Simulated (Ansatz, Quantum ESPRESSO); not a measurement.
## Hf: changing the pressure

The cell as given:

```cif
data_structure
_symmetry_space_group_name_H-M 'Fm-3m'
_symmetry_Int_Tables_number 225
_cell_length_a 4.4400
_cell_length_b 4.4400
_cell_length_c 4.4400
_cell_angle_alpha 90.000
_cell_angle_beta 90.000
_cell_angle_gamma 90.000
_cell_volume 87.53
loop_
_atom_site_label
_atom_site_type_symbol
_atom_site_symmetry_multiplicity
_atom_site_Wyckoff_symbol
_atom_site_fract_x
_atom_site_fract_y
_atom_site_fract_z
_atom_site_occupancy
Hf1 Hf 4 a 0.00000 0.00000 0.00000 1
```

This isn't the form of Hf at room conditions, which is hcp.

Kept alike: task relaxation of cell and atoms; functional PBEsol; k mesh 10 × 10 × 10; occupations fermi-dirac, width 0.05 eV; no spin polarisation. Program: Quantum ESPRESSO, GBRV 1.5 PBEsol, cutoff 707 eV. The mesh is that of the run's cell of 1 atom. No spin-orbit coupling.

```csv
"pressure, P (GPa)",volume (Å³/atom)
0,21.618
2,21.249
5,20.745
10,?
20,18.782
```

The relaxations keep at least the cell's symmetry (Fm-3m). For a metal such a mesh leaves the last digits unconverged. Runs of this series that gave no sound value for these columns are left out. The runs follow the start's structure, whether or not it is the stable one at these pressures. P is the pressure aimed at, which the runs meet within some hundredths to tenths of a GPa.

Fit the rows shown and predict the run at 10 GPa.

Murnaghan's form V = V0 (1 + B′P/B0)^(-1/B′) through the rows shown has V0 = 21.6173, B0 = 113.8 GPa and B′ = 3.07 (largest miss 0.0014); at P = 10 it gives 19.999 Å³/atom. The run gave: volume 20.007 Å³/atom.
